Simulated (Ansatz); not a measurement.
## NaH (CsCl type): gap against strain (uniaxial along [111], other directions held)

NaH (CsCl type), relaxed with r2SCAN in the plane-wave code Ansatz, then strained (uniaxial along [111], other directions held; changes of length per length, axes as in the cell below) with the atoms relaxed again within the symmetry that is left. It is cubic, Pm-3m (No. 221); conventional cell a = 2.932 Å, 12.61 Å³ an atom. Na is surrounded by 8 H at 2.54 Å; H is surrounded by 8 Na at 2.54 Å. Spin-unpolarised throughout. Whether this structure exists isn't addressed.

```yaml
crystal:
  lattice:
    - [2.93239, 0.00000, 0.00000]
    - [0.00000, 2.93239, 0.00000]
    - [0.00000, 0.00000, 2.93239]
  atoms:
    - { symbol: Na, position: [0.00000, 0.00000, 0.00000] }
    - { symbol: H, position: [0.50000, 0.50000, 0.50000] }
```

Gaps are the least over each mesh (PBE 8×8×8, r2SCAN 8×8×8, HSE06 6×6×6 when unstrained) and the special points, which keep their unstrained names; stress is the change from the unstrained cell, compression positive.

```csv
strain (%),"gap, PBE (eV)","gap, r2SCAN (eV)","gap, HSE06 (eV)","edges, HSE06","stress along the strain, r2SCAN (GPa)","energy rise, r2SCAN (meV/atom)"
0.0,1.035,1.596,1.881,R → X,0.00,0.0
+1.48,1.037,1.597,1.879,R → X,-0.26,0.1
+2.85,1.043,1.602,1.883,R → X,-0.44,0.5
```

Problem. Estimate the row for a strain of +4.31 %.

Solution.
```csv
strain (%),"gap, PBE (eV)","gap, r2SCAN (eV)","gap, HSE06 (eV)","edges, HSE06","stress along the strain, r2SCAN (GPa)","energy rise, r2SCAN (meV/atom)"
+4.31,1.054,1.611,1.892,R → X,-0.58,1.1
```

The meshes of the hybrids are coarse, so their gaps aren't converged to the digits shown.
